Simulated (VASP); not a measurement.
# ZnO (P6_3mc) in VASP: relaxation of cell and atoms with PBE

Aim: the relaxation of cell and atoms of ZnO with PBE.

Program: VASP 6.6.1. These are calculated values, not measurements. Logs are shortened: lines on timing, memory, paths and dates and some standing lists are left out, and cuts for length are marked.

## 1. The crystal as given

Symmetry: P6_3mc, No. 186, hexagonal system. The conventional cell has a = 3.249 Å, b = 3.249 Å, c = 5.206 Å, α = 90.00°, β = 90.00°, γ = 120.00°. Zn (site symmetry 3m) has 4 O at 1.97 to 1.98 Å as nearest neighbours. O (site symmetry 3m) is surrounded by 4 Zn at 1.97 to 1.98 Å.

## 2. Relaxation of cell and atoms, PBE

INCAR reads:

```
PREC     = Accurate       # precision mode
ENCUT    = 600            # plane-wave cutoff, eV
EDIFF    = 1E-7           # SCF threshold, eV
ISMEAR   = 0              # smearing method
SIGMA    = 0.02           # smearing width, eV
LREAL    = False          # projectors in reciprocal space
LASPH    = True           # aspherical terms in the spheres
NELM     = 100            # most SCF steps
ALGO     = Normal         # electronic algorithm
ISIF     = 3              # what is computed and relaxed
LWAVE    = False          # write WAVECAR
LCHARG   = False          # write CHGCAR
GGA      = PE             # functional
IBRION   = 2              # ionic algorithm
NSW      = 80             # ionic steps
EDIFFG   = -0.004         # ionic threshold
```

KPOINTS reads:

```
Automatic mesh
0
Gamma
  9 9 6
```

POSCAR reads:

```
ZnO
1.0
    3.2493080000      0.0000000000      0.0000000000
   -1.6246540000      2.8139832700      0.0000000000
    0.0000000000      0.0000000000      5.2057090000
Zn O
2 2
Direct
    0.3333333300      0.6666666700      0.5000000000
    0.6666666700      0.3333333300      0.0000000000
    0.6666666700      0.3333333300      0.3790100000
    0.3333333300      0.6666666700      0.8790100000
```

Potentials or basis: VASP PAW PBE potentials, release 64 (Zn, O).

The run is started by

```console
cat potpaw_PBE.64/Zn/POTCAR potpaw_PBE.64/O/POTCAR > POTCAR
mpirun -np 1 vasp_std > vasp.out
```

OUTCAR:

```text
PREC = Accurate
   ENCUT = 600
   EDIFF = 1E-7
   ISMEAR = 0
   LREAL = False
   LASPH = True
   NELM = 100
   ISIF = 3
   GGA = PE
   IBRION = 2
   NSW = 80
   EDIFFG = -0.004

 ion  position               nearest neighbor table
   1  0.333  0.667  0.500-   4 1.97   3 1.98   3 1.98   3 1.98
   2  0.667  0.333  0.000-   3 1.97   4 1.98   4 1.98   4 1.98
   3  0.667  0.333  0.379-   2 1.97   1 1.98   1 1.98   1 1.98
   4  0.333  0.667  0.879-   1 1.97   2 1.98   2 1.98   2 1.98

  LATTYP: Found a hexagonal cell.
 ALAT       =     3.2493080000
 C/A-ratio  =     1.6020977390

  Lattice vectors:

 A1 = (   3.2493080000,   0.0000000000,   0.0000000000)
 A2 = (  -1.6246540000,   2.8139832700,   0.0000000000)
 A3 = (   0.0000000000,   0.0000000000,   5.2057090000)

Analysis of symmetry for initial positions (statically):
=====================================================================
 Subroutine PRICEL returns:
 Original cell was already a primitive cell.

 Routine SETGRP: Setting up the symmetry group for a
 hexagonal supercell.

 Subroutine GETGRP returns: Found 12 space group operations
 (whereof  6 operations were pure point group operations)
 out of a pool of 24 trial point group operations.

The static configuration has the point symmetry C_3v.
 The point group associated with its full space group is C_6v.

Analysis of symmetry for dynamics (positions and initial velocities):
=====================================================================
 Subroutine PRICEL returns:
 Original cell was already a primitive cell.

 Routine SETGRP: Setting up the symmetry group for a
 hexagonal supercell.

 Subroutine GETGRP returns: Found 12 space group operations
 (whereof  6 operations were pure point group operations)
 out of a pool of 24 trial point group operations.

The dynamic configuration has the point symmetry C_3v.
 The point group associated with its full space group is C_6v.

 Subroutine INISYM returns: Found 12 space group operations
 (whereof  6 operations are pure point group operations),
 and found     1 'primitive' translations

----------------------------------------------------------------------------------------

                                     Primitive cell

  volume of cell :      47.5984

  direct lattice vectors                    reciprocal lattice vectors
     3.249308000  0.000000000  0.000000000     0.307757836  0.177684070  0.000000000
    -1.624654000  2.813983270  0.000000000     0.000000000  0.355368140  0.000000000
     0.000000000  0.000000000  5.205709000     0.000000000  0.000000000  0.192096792

  length of vectors
     3.249308000  3.249307998  5.205709000     0.355368140  0.355368140  0.192096792

  position of ions in fractional coordinates (direct lattice)
     0.333333330  0.666666670  0.500000000
     0.666666670  0.333333330  0.000000000
     0.666666670  0.333333330  0.379010000
     0.333333330  0.666666670  0.879010000

  ion indices of the primitive-cell ions
   primitive index   ion index
                 1           1
                 2           2
                 3           3
                 4           4

----------------------------------------------------------------------------------------

 KPOINTS: Automatic mesh

Automatic generation of k-mesh.
 Grid dimensions read from file:
 generate k-points for:    9    9    6

 Generating k-lattice:

  Cartesian coordinates                     Fractional coordinates (reciprocal lattice)
     0.034195315  0.019742674  0.000000000     0.111111111  0.000000000  0.000000000
     0.000000000  0.039485349  0.000000000     0.000000000  0.111111111  0.000000000
     0.000000000  0.000000000  0.032016132     0.000000000  0.000000000  0.166666667

  Length of vectors
     0.039485349  0.039485349  0.032016132

  Shift w.r.t. Gamma in fractional coordinates (k-lattice)
     0.000000000  0.000000000  0.000000000

 Subroutine IBZKPT returns following result:
 ===========================================

 Found     48 irreducible k-points:

 Following reciprocal coordinates:
            Coordinates               Weight
  0.000000  0.000000  0.000000      1.000000
  0.111111  0.000000  0.000000      6.000000
  0.222222  0.000000  0.000000      6.000000
  0.333333  0.000000  0.000000      6.000000
  0.444444  0.000000  0.000000      6.000000
  0.111111  0.111111  0.000000      6.000000
[... 16 lines left out ...]
  0.333333  0.222222  0.166667     24.000000
  0.333333  0.333333  0.166667      4.000000
 [... further k-points ...]
   k-points           NKPTS =     48   k-points in BZ     NKDIM =     48   number of bands    NBANDS=     22
   number of dos      NEDOS =    301   number of ions     NIONS =      4
   total plane-waves  NPLWV =  32928
   dimension x,y,z NGX =    28 NGY =   28 NGZ =   42
   dimension x,y,z NGXF=    56 NGYF=   56 NGZF=   84
   ions per type =               2   2
   NGX,Y,Z   is equivalent  to a cutoff of  14.33, 14.33, 13.41 a.u.
   NGXF,Y,Z  is equivalent  to a cutoff of  28.65, 28.65, 26.83 a.u.
 SYSTEM =  unknown system
   PREC   = accura    normal or accurate (medium, high low for compatibility)
   ISTART =      0    job   : 0-new  1-cont  2-samecut
   ICHARG =      2    charge: 1-file 2-atom 10-const
   ISPIN  =      1    spin polarized calculation?
   LNONCOLLINEAR =      F non collinear calculations
   LSORBIT =      F    spin-orbit coupling
   LASPH  =      T    aspherical Exc in radial PAW
   ENCUT  =  600.0 eV  44.10 Ry    6.64 a.u.   6.49  6.49 10.40*2*pi/ulx,y,z
   NELM   =    100;   NELMIN=  2; NELMDL= -5     # of ELM steps
   EDIFF  = 0.1E-06   stopping-criterion for ELM
   LREAL  =      F    real-space projection
   EDIFFG = -.4E-02   stopping-criterion for IOM
   NSW    =     80    number of steps for IOM
   IBRION =      2    ionic relax: 0-MD 1-quasi-New 2-CG
   NFREE  =      1    steps in history (QN), initial steepest desc. (CG)
   ISIF   =      3    stress and relaxation
   ISYM   =      2    0-nonsym 1-usesym 2-fastsym
   POTIM  = 0.5000    time-step for ionic-motion
   TEBEG  =    0.0;   TEEND  =   0.0 temperature during run
   PSTRESS=    0.0 pullay stress
   NELECT =      36.0000    total number of electrons
   NUPDOWN=      -1.0000    fix difference up-down
   EMIN   =  10.00;   EMAX   =-10.00  energy-range for DOS
   EFERMI =   0.00;   METHOD = LEGACY
   ISMEAR =     0;   SIGMA  =   0.02  broadening in eV -4-tet -1-fermi 0-gaus
   EFERMI_NEDOS =   21; number of points for ismear=-14 and -15
   IALGO  =     38    algorithm
   IMIX   =      4    mixing-type and parameters
     AMIX     =   0.40;   BMIX     =  1.00
     AMIX_MAG =   1.60;   BMIX_MAG =  1.00
  volume/ion in A,a.u.               =      11.90        80.30
  Fermi-wavevector in a.u.,A,eV,Ry     =   1.491574  2.818667 30.270160  2.224794
  Thomas-Fermi vector in A             =   2.604212
   LORBIT       =      0    0 simple, 1 ext, 2 COOP (PROOUT), +10 PAW based schemes
   GGA     = PE    functional components
   LHFCALC =     F    Hartree Fock is set to
   AEXX    =    0.0000 exact exchange contribution
   IVDW    =     0    specifies the selected vdW correction
   LEPSILON=     F    determine dielectric tensor
   LRPA    =     F    only Hartree local field effects (RPA)
 conjugate gradient relaxation of ions
 non-spin polarized calculation
 Gauss-broadening in eV      SIGMA  =   0.02
  energy-cutoff  :      600.00
  volume of cell :       47.60
 maximum number of plane-waves:      1617
 NGX is ok and might be reduce to    28
   NGX = 13   NGY = 13   NGZ = 21

--------------------------------------- Ionic step        1  -------------------------------------------

 number of electron      36.0000008 magnetization

 Free energy of the ion-electron system (eV)
  ---------------------------------------------------
  ext. energy  EPLUGINS =         0.00000000
  ---------------------------------------------------
  free energy    TOTEN  =       -17.82635293 eV

  energy without entropy =      -17.82635293  energy(sigma->0) =      -17.82635293

------------------------ aborting loop because EDIFF is reached ----------------------------------------

  FORCE on cell =-STRESS in cart. coord.  units (eV):
  Direction    XX          YY          ZZ          XY          YZ          ZX
  --------------------------------------------------------------------------------------
  -------------------------------------------------------------------------------------
  Total        1.5528810      1.5528810      2.0749855     -0.0000000      0.0000000      0.0000000
  in kB       52.2704801     52.2704800     69.8446848     -0.0000000      0.0000000      0.0000000
  external PRESSURE =      58.1285483 kB  Pullay stress =       0.0000000 kB
[... 95 lines left out ...]
  FREE ENERGIE OF THE ION-ELECTRON SYSTEM (eV)
  ---------------------------------------------------
  free  energy   TOTEN  =       -17.8620266350 eV

  energy  without entropy=      -17.8620266350  energy(sigma->0) =      -17.86202663

[... ionic steps 4 to 8 ...]

--------------------------------------- Ionic step        9  -------------------------------------------

 number of electron      36.0000014 magnetization

------------------------ aborting loop because EDIFF is reached ----------------------------------------

  FORCE on cell =-STRESS in cart. coord.  units (eV):
  Direction    XX          YY          ZZ          XY          YZ          ZX
  --------------------------------------------------------------------------------------
  -------------------------------------------------------------------------------------
  Total        0.0073931      0.0073931      0.0032988      0.0000000     -0.0000000      0.0000000
  in kB        0.2389115      0.2389115      0.1066035      0.0000000     -0.0000000      0.0000000
  external PRESSURE =       0.1948088 kB  Pullay stress =       0.0000000 kB
[... 61 lines left out ...]
  energy  without entropy=      -17.8621335414  energy(sigma->0) =      -17.86213354

--------------------------------------- Ionic step       11  -------------------------------------------

 number of electron      36.0000014 magnetization

 Free energy of the ion-electron system (eV)
  ---------------------------------------------------
  ext. energy  EPLUGINS =         0.00000000
  ---------------------------------------------------
  free energy    TOTEN  =       -17.86215102 eV

  energy without entropy =      -17.86215102  energy(sigma->0) =      -17.86215102

 E-fermi :   1.0055     XC(G=0): -10.6949

 val. band max:        0.8440360615   @ k =   0.0000   0.0000   0.0000
 cond. band min:       1.5640795617   @ k =   0.0000   0.0000   0.0000
 fundamental gap:      0.7200435002
 Fermi energy:         1.0054508187

 k-point     1 :       0.0000    0.0000    0.0000
  band No.  band energies     occupation
      1     -16.9300      2.00000
      2     -16.2708      2.00000
      3      -4.6673      2.00000
      4      -4.6673      2.00000
      5      -4.6283      2.00000
      6      -4.4950      2.00000
[... 574 lines left out ...]
      6      -4.0599      2.00000
[... 14 lines left out ...]
     21       8.5549      0.00000
     22       8.8922      0.00000

 [... further k-points ...]

------------------------ aborting loop because EDIFF is reached ----------------------------------------

  FORCE on cell =-STRESS in cart. coord.  units (eV):
  Direction    XX          YY          ZZ          XY          YZ          ZX
  --------------------------------------------------------------------------------------
  -------------------------------------------------------------------------------------
  Total       -0.0024123     -0.0024123      0.0077778      0.0000000      0.0000000      0.0000000
  in kB       -0.0779405     -0.0779405      0.2513031      0.0000000      0.0000000      0.0000000
  external PRESSURE =       0.0318073 kB  Pullay stress =       0.0000000 kB
[... 19 lines left out ...]
  FREE ENERGIE OF THE ION-ELECTRON SYSTEM (eV)
  ---------------------------------------------------
  free  energy   TOTEN  =       -17.8621510243 eV

  energy  without entropy=      -17.8621510243  energy(sigma->0) =      -17.86215102

 reached required accuracy - stopping structural energy minimisation
```

It took 3.6 min on 1 thread of AMD EPYC 9R45 (Zen 5), shared host; peak memory 0.19 GiB.

Results:

```yaml
Free_energy: -17.8622 eV
Relaxed_volume: 12.40 Å³/atom
Relaxed_cell: a = 3.286 Å, b = 3.286 Å, c = 5.303 Å, α = 90.00°, β = 90.00°, γ = 120.00°
Space_group_after_relaxing_to_0.05_Å: P6_3mc (No. 186)
Energy_gained_by_relaxing: 8.9 meV/atom
Ionic_steps: 11
Pressure_after_relaxing: 0.0 GPa
Band_gap_on_the_k_mesh: 0.72 eV, direct
```

The path:
```tsv
step	energy change (eV)	largest force (eV/Å)	pressure (GPa)	volume (Å³)
1	0.0000	0.0740	5.81	47.60
2	-0.0272	0.0274	-2.54	50.63
3	-0.0357	0.0015	0.01	49.59
4	-0.0357	0.0025	-0.11	49.63
5	-0.0357	0.0097	0.05	49.57
6	-0.0357	0.0105	0.04	49.57
7	-0.0357	0.0119	0.08	49.56
8	-0.0357	0.0109	0.08	49.56
9	-0.0358	0.0104	0.02	49.58
10	-0.0358	0.0099	-0.03	49.60
11	-0.0358	0.0002	0.00	49.59
```

Final structure:
```
Zn O
1.0
     3.28606    0.00000    0.00000
    -1.64303    2.84581    0.00000
     0.00000    0.00000    5.30259
Zn O
2 2
Cartesian
  0.0000 1.8972 2.6510
  1.6430 0.9486 5.3023
  1.6430 0.9486 2.0100
  0.0000 1.8972 4.6613
```

Expect the measured gap to be larger: semilocal functionals such as PBE lack the derivative discontinuity. PBE usually gives volumes a little too large and moduli too small.
